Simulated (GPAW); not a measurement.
A run of GPAW 26.7.0 is set up as follows.

Contents of run.py:

```python
from ase.dft.bandgap import bandgap
from ase.io import read, write
from ase.units import GPa
from gpaw import GPAW, PW

atoms = read('POSCAR')

calc = GPAW(mode=PW(450),
            xc='PBE',
            kpts={'size': (7, 7, 2), 'gamma': True},
            occupations={'name': 'fermi-dirac', 'width': 0.05},
            nbands=46,
            maxiter=120,
            txt='gpaw.txt')
atoms.calc = calc
energy = atoms.get_potential_energy()
forces = atoms.get_forces()
stress = atoms.get_stress()
calc.write('gs.gpw')
write('result.traj', atoms)
print(f'Energy: {energy:.6f} eV')
print('Forces (eV/A):')
print(forces.round(4))
print('Stress (GPa):', (stress / GPa).round(3))
print('Fermi level:', round(calc.get_fermi_level(), 4), 'eV')
print(f'Gap: {bandgap(calc)[0]:.4f} eV, direct: {bandgap(calc, direct=True)[0]:.4f} eV')
```

File POSCAR:

```
MoS2
1.0
    3.1610016000      0.0000000000      0.0000000000
   -1.5805008000      2.7375076900      0.0000000000
    0.0000000000      0.0000000000     12.2950000000
Mo S
2 4
Direct
    0.3129792300      0.6409570100      0.2508517300
    0.6463125600      0.3076236800      0.7508517300
    0.3129792300      0.6409570100      0.6283517300
    0.6463125600      0.3076236800      0.1283517300
    0.3129792300      0.6409570100      0.8733517300
    0.7684372000      0.4618816100      0.3682413300
```

Potentials or basis: GPAW PAW data sets (gpaw-data 1.2.1), pw.

Launch:

```console
$ OMP_NUM_THREADS=1 python run.py
```

Task: Predict the pressure.

Result: 13.7 GPa.

Task: What does it give for the band gap on the k mesh?

Result: 0.36 eV, direct.

Forces on the atoms (eV/Å):
```
Mo   2.671  4.010 -3.388
Mo   0.005  0.008 -0.006
S    0.008  0.012 -1.234
S    0.158 -0.371 -1.405
S   -0.003 -0.002  1.220
S   -2.840 -3.657  4.813
```

Caveat: the cutoff is short for stress and forces, so pressures can be off by a GPa or more; an odd mesh through Γ misses points on the zone boundary, where band edges often lie.
